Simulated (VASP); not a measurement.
# MoH4 (Im-3m) in VASP: notebook

The runs below take MoH4 through single point, relaxation of cell and atoms, with PBE.

Program: VASP 6.6.1. These are calculated values, not measurements. Logs are shortened: lines on timing, memory, paths and dates and some standing lists are left out, and cuts for length are marked.

### 1 The cell of the first run

Symmetry: Im-3m, No. 229, cubic system. The conventional cell has a = 4.183 Å, b = 4.183 Å, c = 4.183 Å, α = 90.00°, β = 90.00°, γ = 90.00°. Around H (site symmetry -3m) lie 2 Mo at 1.81 Å. Mo (site symmetry m-3m) is surrounded by 8 H at 1.81 Å.

The cell was built by a generator and needn't be a form met in nature.

### 2 Single point, PBE (species swapped into the H4C type (I-43m, No. 217))

INCAR reads:

```
SYSTEM = MoH4
PREC     = Accurate       ! precision mode
ENCUT    = 520            ! plane-wave cutoff, eV
EDIFF    = 1E-6           ! SCF threshold, eV
ISMEAR   = 0              ! smearing method
SIGMA    = 0.1            ! smearing width, eV
LREAL    = .FALSE.        ! projectors in reciprocal space
LASPH    = .TRUE.         ! aspherical terms in the spheres
NELM     = 80             ! most SCF steps
ALGO     = Fast           ! electronic algorithm
ISIF     = 2              ! what is computed and relaxed
LWAVE    = .FALSE.        ! write WAVECAR
LCHARG   = .FALSE.        ! write CHGCAR
GGA      = PE             ! functional
NBANDS   = 17             ! bands
```

KPOINTS reads:

```
regular mesh
0
G
  12 12 12
  0 0 0
```

POSCAR reads:

```
MoH4
1.0
   -2.0912558962      2.0912558962      2.0912558962
    2.0912558962     -2.0912558962      2.0912558962
    2.0912558962      2.0912558962     -2.0912558962
H Mo
4 1
Direct
    0.0000000000      0.0000000000      0.5000000000
    0.5000000000      0.0000000000      0.0000000000
    0.0000000000      0.5000000000      0.0000000000
    0.5000000000      0.5000000000      0.5000000000
    0.0000000000      0.0000000000      0.0000000000
```

Potentials or basis: VASP PAW PBE potentials, release 64 (H, Mo_sv).

Command:

```sh
cat potpaw_PBE.64/H/POTCAR potpaw_PBE.64/Mo_sv/POTCAR > POTCAR
mpirun -np 1 vasp_std > vasp.out
```

OUTCAR:

```text
SYSTEM = MoH4
   PREC = Accurate
   ENCUT = 520
   EDIFF = 1E-6
   ISMEAR = 0
   LREAL = .FALSE.
   LASPH = .TRUE.
   NELM = 80
   ISIF = 2
   GGA = PE

 ion  position               nearest neighbor table
   1  0.000  0.000  0.500-   5 1.81   5 1.81
   2  0.500  0.000  0.000-   5 1.81   5 1.81
   3  0.000  0.500  0.000-   5 1.81   5 1.81
   4  0.500  0.500  0.500-   5 1.81   5 1.81
   5  0.000  0.000  0.000-   1 1.81   2 1.81   3 1.81   4 1.81   1 1.81   3 1.81   2 1.81   4 1.81

  LATTYP: Found a body centered cubic cell.
 ALAT       =     4.1825117924

  Lattice vectors:

 A1 = (  -2.0912558962,   2.0912558962,   2.0912558962)
 A2 = (   2.0912558962,  -2.0912558962,   2.0912558962)
 A3 = (   2.0912558962,   2.0912558962,  -2.0912558962)

Analysis of symmetry for initial positions (statically):
=====================================================================
 Subroutine PRICEL returns:
 Original cell was already a primitive cell.

 Routine SETGRP: Setting up the symmetry group for a
 body centered cubic supercell.

 Subroutine GETGRP returns: Found 48 space group operations
 (whereof 48 operations were pure point group operations)
 out of a pool of 48 trial point group operations.

The static configuration has the point symmetry O_h .

Analysis of symmetry for dynamics (positions and initial velocities):
=====================================================================
 Subroutine PRICEL returns:
 Original cell was already a primitive cell.

 Routine SETGRP: Setting up the symmetry group for a
 body centered cubic supercell.

 Subroutine GETGRP returns: Found 48 space group operations
 (whereof 48 operations were pure point group operations)
 out of a pool of 48 trial point group operations.

The dynamic configuration has the point symmetry O_h .

 Subroutine INISYM returns: Found 48 space group operations
 (whereof 48 operations are pure point group operations),
 and found     1 'primitive' translations

----------------------------------------------------------------------------------------

                                     Primitive cell

  volume of cell :      36.5832

  direct lattice vectors                    reciprocal lattice vectors
    -2.091255896  2.091255896  2.091255896     0.000000000  0.239090778  0.239090778
     2.091255896 -2.091255896  2.091255896     0.239090778  0.000000000  0.239090778
     2.091255896  2.091255896 -2.091255896     0.239090778  0.239090778  0.000000000

  length of vectors
     3.622161464  3.622161464  3.622161464     0.338125421  0.338125421  0.338125421

  position of ions in fractional coordinates (direct lattice)
     0.000000000  0.000000000  0.500000000
     0.500000000  0.000000000  0.000000000
     0.000000000  0.500000000  0.000000000
     0.500000000  0.500000000  0.500000000
     0.000000000  0.000000000  0.000000000

  ion indices of the primitive-cell ions
   primitive index   ion index
                 1           1
                 2           2
                 3           3
                 4           4
                 5           5

----------------------------------------------------------------------------------------

 KPOINTS: regular mesh

Automatic generation of k-mesh.
 Grid dimensions read from file:
 generate k-points for:   12   12   12

 Generating k-lattice:

  Cartesian coordinates                     Fractional coordinates (reciprocal lattice)
     0.000000000  0.019924232  0.019924232     0.083333333  0.000000000  0.000000000
     0.019924232  0.000000000  0.019924232     0.000000000  0.083333333  0.000000000
     0.019924232  0.019924232  0.000000000     0.000000000  0.000000000  0.083333333

  Length of vectors
     0.028177118  0.028177118  0.028177118

  Shift w.r.t. Gamma in fractional coordinates (k-lattice)
     0.000000000  0.000000000  0.000000000

 Subroutine IBZKPT returns following result:
 ===========================================

 Found     72 irreducible k-points:

 Following reciprocal coordinates:
            Coordinates               Weight
  0.000000  0.000000  0.000000      1.000000
  0.083333  0.000000  0.000000     12.000000
  0.166667  0.000000  0.000000     12.000000
  0.250000  0.000000  0.000000     12.000000
  0.333333  0.000000  0.000000     12.000000
  0.416667  0.000000  0.000000     12.000000
[... 16 lines left out ...]
  0.333333  0.083333  0.083333     24.000000
  0.416667  0.083333  0.083333     12.000000
 [... further k-points ...]
   k-points           NKPTS =     72   k-points in BZ     NKDIM =     72   number of bands    NBANDS=     17
   number of dos      NEDOS =    301   number of ions     NIONS =      5
   total plane-waves  NPLWV =  21952
   dimension x,y,z NGX =    28 NGY =   28 NGZ =   28
   dimension x,y,z NGXF=    56 NGYF=   56 NGZF=   56
   ions per type =               4   1
   NGX,Y,Z   is equivalent  to a cutoff of  12.85, 12.85, 12.85 a.u.
   NGXF,Y,Z  is equivalent  to a cutoff of  25.70, 25.70, 25.70 a.u.
 SYSTEM =  MoH4
   PREC   = accura    normal or accurate (medium, high low for compatibility)
   ISTART =      0    job   : 0-new  1-cont  2-samecut
   ICHARG =      2    charge: 1-file 2-atom 10-const
   ISPIN  =      1    spin polarized calculation?
   LNONCOLLINEAR =      F non collinear calculations
   LSORBIT =      F    spin-orbit coupling
   LASPH  =      T    aspherical Exc in radial PAW
   ENCUT  =  520.0 eV  38.22 Ry    6.18 a.u.   6.73  6.73  6.73*2*pi/ulx,y,z
   NELM   =     80;   NELMIN=  2; NELMDL= -5     # of ELM steps
   EDIFF  = 0.1E-05   stopping-criterion for ELM
   LREAL  =      F    real-space projection
   EDIFFG = 0.1E-04   stopping-criterion for IOM
   NSW    =      0    number of steps for IOM
   IBRION =     -1    ionic relax: 0-MD 1-quasi-New 2-CG
   NFREE  =      0    steps in history (QN), initial steepest desc. (CG)
   ISIF   =      2    stress and relaxation
   ISYM   =      2    0-nonsym 1-usesym 2-fastsym
   POTIM  = 0.5000    time-step for ionic-motion
   TEBEG  =    0.0;   TEEND  =   0.0 temperature during run
   PSTRESS=    0.0 pullay stress
   NELECT =      18.0000    total number of electrons
   NUPDOWN=      -1.0000    fix difference up-down
   EMIN   =  10.00;   EMAX   =-10.00  energy-range for DOS
   EFERMI =   0.00;   METHOD = LEGACY
   ISMEAR =     0;   SIGMA  =   0.10  broadening in eV -4-tet -1-fermi 0-gaus
   EFERMI_NEDOS =   21; number of points for ismear=-14 and -15
   IALGO  =     68    algorithm
   IMIX   =      4    mixing-type and parameters
     AMIX     =   0.40;   BMIX     =  1.00
     AMIX_MAG =   1.60;   BMIX_MAG =  1.00
  volume/ion in A,a.u.               =       7.32        49.38
  Fermi-wavevector in a.u.,A,eV,Ry     =   1.292424  2.442328 22.726640  1.670361
  Thomas-Fermi vector in A             =   2.424133
   LORBIT       =      0    0 simple, 1 ext, 2 COOP (PROOUT), +10 PAW based schemes
   GGA     = PE    functional components
   LHFCALC =     F    Hartree Fock is set to
   AEXX    =    0.0000 exact exchange contribution
   IVDW    =     0    specifies the selected vdW correction
   LEPSILON=     F    determine dielectric tensor
   LRPA    =     F    only Hartree local field effects (RPA)
 non-spin polarized calculation
 RMM-DIIS sequential band-by-band and
 Gauss-broadening in eV      SIGMA  =   0.10
  energy-cutoff  :      520.00
  volume of cell :       36.58
 maximum number of plane-waves:       997
   NGX = 13   NGY = 13   NGZ = 13

 number of electron      17.9999997 magnetization

 Free energy of the ion-electron system (eV)
  ---------------------------------------------------
  ext. energy  EPLUGINS =         0.00000000
  ---------------------------------------------------
  free energy    TOTEN  =       -21.55459547 eV

  energy without entropy =      -21.54066960  energy(sigma->0) =      -21.54763254

 E-fermi :   4.2240     XC(G=0): -10.5630

 val. band max:        4.2221441785   @ k =  -0.4167   0.4167   0.1667
 cond. band min:       4.2304462253   @ k =   0.2500   0.0833   0.0833
 fundamental gap:      0.0083020468
 Fermi energy:         4.2240024739

 k-point     1 :       0.0000    0.0000    0.0000
  band No.  band energies     occupation
      1     -56.9472      2.00000
      2     -30.9790      2.00000
      3     -30.9790      2.00000
      4     -30.9790      2.00000
      5      -4.7494      2.00000
      6      -0.3318      2.00000
[... 9 lines left out ...]
     16      14.5034      0.00000
     17      17.0499      0.00000

 k-point     2 :       0.0833    0.0000    0.0000
  band No.  band energies     occupation
      1     -56.9466      2.00000
      2     -30.9874      2.00000
      3     -30.9824      2.00000
      4     -30.9789      2.00000
      5      -4.6203      2.00000
      6      -0.3753      2.00000
[... 9 lines left out ...]
     16      14.9446      0.00000
     17      16.6729      0.00000

 k-point     3 :       0.1667    0.0000    0.0000
  band No.  band energies     occupation
      1     -56.9450      2.00000
      2     -31.0103      2.00000
      3     -30.9919      2.00000
      4     -30.9785      2.00000
      5      -4.2481      2.00000
      6      -0.4913      2.00000
[... 9 lines left out ...]
     16      15.7967      0.00000
     17      16.4526      0.00000

 k-point     4 :       0.2500    0.0000    0.0000
  band No.  band energies     occupation
      1     -56.9428      2.00000
      2     -31.0414      2.00000
      3     -31.0047      2.00000
      4     -30.9780      2.00000
      5      -3.6836      2.00000
      6      -0.6427      2.00000
[... 9 lines left out ...]
     16      16.8076      0.00000
     17      17.0492      0.00000
[... 343 lines left out ...]
      1     -56.9403      2.00000
      2     -31.0744      2.00000
      3     -31.0145      2.00000
      4     -30.9854      2.00000
      5      -2.8206      2.00000
      6      -0.7967      2.00000
[... 9 lines left out ...]
     16      16.3043      0.00000
     17      17.5854      0.00000

 k-point    23 :       0.3333    0.0833    0.0833
  band No.  band energies     occupation
      1     -56.9389      2.00000
      2     -31.0892      2.00000
      3     -31.0275      2.00000
      4     -30.9853      2.00000
      5      -2.2569      2.00000
      6      -0.9007      2.00000
[... 9 lines left out ...]
     16      16.2904      0.00000
     17      19.2153      0.00000

 k-point    24 :       0.4167    0.0833    0.0833
  band No.  band energies     occupation
      1     -56.9384      2.00000
      2     -31.0943      2.00000
      3     -31.0325      2.00000
      4     -30.9853      2.00000
      5      -2.0306      2.00000
      6      -0.9377      2.00000
[... 9 lines left out ...]
     16      16.3219      0.00000
     17      20.7300      0.00000

 [... further k-points ...]

------------------------ aborting loop because EDIFF is reached ----------------------------------------

  FORCE on cell =-STRESS in cart. coord.  units (eV):
  Direction    XX          YY          ZZ          XY          YZ          ZX
  --------------------------------------------------------------------------------------
  -------------------------------------------------------------------------------------
  Total       -0.0223633     -0.0223633     -0.0223633     -0.0000000     -0.0000000      0.0000000
  in kB       -0.9794128     -0.9794128     -0.9794128     -0.0000000     -0.0000000      0.0000000
  external PRESSURE =      -0.9794128 kB  Pullay stress =       0.0000000 kB

 VOLUME and BASIS-vectors are now :
 -----------------------------------------------------------------------------
  energy-cutoff  :      520.00
  volume of cell :       36.58
      direct lattice vectors                 reciprocal lattice vectors
    -2.091255896  2.091255896  2.091255896     0.000000000  0.239090778  0.239090778
     2.091255896 -2.091255896  2.091255896     0.239090778  0.000000000  0.239090778
     2.091255896  2.091255896 -2.091255896     0.239090778  0.239090778  0.000000000

 POSITION                                       TOTAL-FORCE (eV/Angst)
 -----------------------------------------------------------------------------------
      1.04563      1.04563     -1.04563        -0.000000      0.000000     -0.000000
     -1.04563      1.04563      1.04563         0.000000     -0.000000      0.000000
      1.04563     -1.04563      1.04563         0.000000      0.000000     -0.000000
      1.04563      1.04563      1.04563        -0.000000     -0.000000      0.000000
      0.00000      0.00000      0.00000         0.000000     -0.000000      0.000000
 -----------------------------------------------------------------------------------
    total drift:                               -0.000000     -0.000000     -0.000000

  FREE ENERGIE OF THE ION-ELECTRON SYSTEM (eV)
  ---------------------------------------------------
  free  energy   TOTEN  =       -21.5545954748 eV

  energy  without entropy=      -21.5406696016  energy(sigma->0) =      -21.54763254
```

Wall time 36 s (1 thread of Intel Xeon Platinum 8259CL at 2.50GHz (Skylake/Cascade Lake), shared host); peak memory 0.18 GiB.

Results:

- Free energy: -21.5546 eV
- Pressure: -0.1 GPa
- Band gap on the k mesh: none (metal or under the smearing width)

### 3 Relaxation of cell and atoms, PBE (species swapped into the H4C type (I-43m, No. 217))

INCAR reads:

```
PREC = Accurate ; ENCUT = 600
EDIFF = 1E-6 ; ISMEAR = 0
SIGMA = 0.1 ; LREAL = False
LASPH = True ; NELM = 100
ALGO = Normal ; ISIF = 3
LWAVE = False ; LCHARG = False
GGA = PE ; IBRION = 2
NSW = 100 ; EDIFFG = -0.01
```

KPOINTS reads:

```
regular mesh
0
Gamma
  12 12 12
```

POSCAR is that of step 2.

Potentials or basis: VASP PAW PBE potentials, release 64 (H, Mo_sv).

Command:

```sh
cat potpaw_PBE.64/H/POTCAR potpaw_PBE.64/Mo_sv/POTCAR > POTCAR
mpirun -np 1 vasp_std > vasp.out
```

Wall time 35 s (1 thread of Intel Xeon Platinum 8259CL at 2.50GHz (Skylake/Cascade Lake), shared host); peak memory 0.19 GiB.

Results (log left out):

```
Free energy             : -21.5559 eV
Pressure after relaxing : 0.1 GPa
Band gap on the k mesh  : none (metal or under the smearing width)
```

Final structure:
```xyz
5
Lattice="-2.0913 2.0913 2.0913 2.0913 -2.0913 2.0913 2.0913 2.0913 -2.0913" Properties=species:S:1:pos:R:3 pbc="T T T"
H     1.0456    1.0456   -1.0456
H    -1.0456    1.0456    1.0456
H     1.0456   -1.0456    1.0456
H     1.0456    1.0456    1.0456
Mo    0.0000    0.0000    0.0000
```

Levels at points of the mesh, in eV from the Fermi level:
| k point | band 7 | band 8 | band 9 | band 10 | band 11 | band 12 |
| --- | --- | --- | --- | --- | --- | --- |
| (0.00, 0.00, 0.00) | -4.56 | -4.56 | 0.40 | 0.40 | 10.18 | 10.18 |
| (0.50, 0.00, 0.00) | -4.40 | -0.21 | 0.07 | 0.39 | 0.58 | 1.98 |
| (0.50, 0.50, 0.50) | -2.82 | -2.14 | -2.14 | 0.33 | 0.33 | 0.33 |

Caveat: the relaxation stopped at its first step, so nothing moved.
